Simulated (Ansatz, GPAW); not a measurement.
This is a calculation of Rh (Rhodium) for GPAW 26.7.0 (ASE script). The given cell was strained at random by a few per cent at fixed volume. 

Contents of run.py:

```python
from ase import Atoms
from ase.dft.bandgap import bandgap
from ase.io import write
from ase.units import GPa
from gpaw import GPAW, PW, setup_paths

setup_paths.insert(0, '.')

atoms = Atoms(['Rh'],
              cell=[[-0.039334, 1.883095, 1.962463],
                    [1.901927, 0.032811, 1.890318],
                    [1.924652, 1.833675, 0.010086]],
              scaled_positions=[[0.004767, 0.003501, -0.00582]],
              pbc=True)

calc = GPAW(mode=PW(600),
            xc='PBEsol',
            kpts={'size': (12, 12, 12), 'gamma': True},
            occupations={'name': 'fermi-dirac', 'width': 0.05},
            nbands=16,
            convergence={'density': 1e-05, 'energy': 1e-05},
            maxiter=150,
            txt='gpaw.txt')
atoms.calc = calc
energy = atoms.get_potential_energy()
forces = atoms.get_forces()
stress = atoms.get_stress()
calc.write('gs.gpw')
write('result.traj', atoms)
print(f'Energy: {energy:.6f} eV')
print('Forces (eV/A):')
print(forces.round(4))
print('Stress (GPa):', (stress / GPa).round(3))
print('Fermi level:', round(calc.get_fermi_level(), 4), 'eV')
print(f'Gap: {bandgap(calc)[0]:.4f} eV, direct: {bandgap(calc, direct=True)[0]:.4f} eV')
```

Potentials or basis: PAW data sets generated in the run's folder for this functional, pw.

Command:

```sh
$ gpaw-setup -f PBEsol Rh
$ OMP_NUM_THREADS=1 python run.py
```

Question: What does the same run look like in Ansatz 0.2.0? Potentials or basis there: all-electron LAPW, scalar-relativistic.

Answer: As run (cutoffs and basis follow the program's own potentials, and thresholds, step limits or extra output files can differ):

File input.yaml:

```yaml
crystal:
  lattice:
    - [-0.039334, 1.883095, 1.962463]
    - [1.901927, 0.032811, 1.890318]
    - [1.924652, 1.833675, 0.010086]
  atoms:
    - { symbol: Rh, position: [0.004767, 0.003501, -0.00582] }
kpoints:
  mp_grid: { grid: [12, 12, 12] }
scf:
  occupations: { method: fermi_dirac, width: 0.05 }
hamiltonian:
  xc: pbesol
  pseudopotentials: { kind: all_electron, lapw: { basis_error: 0.001 } }
output:
  forces: true
  stress: true
  eigenvalues: true
  populations: true
```

Potentials or basis: all-electron LAPW, scalar-relativistic.

Command:

```console
$ ansatz run input.yaml --threads 1 --pin off --max-ram 3072MiB --backend cpu --events-out ev --progress --plain --runs-dir out
```

Both were run:

|  | GPAW | Ansatz |
| --- | --- | --- |
| Pressure | -0.1 GPa | -2.5 GPa |

Where Ansatz's input types no cutoff or centring, it takes its own default and a Γ-centred mesh.

The two runs disagree by more than potentials and bases usually give (in gap, levels, pressure or energy); the cause wasn't traced.

Pressure is positive in compression.
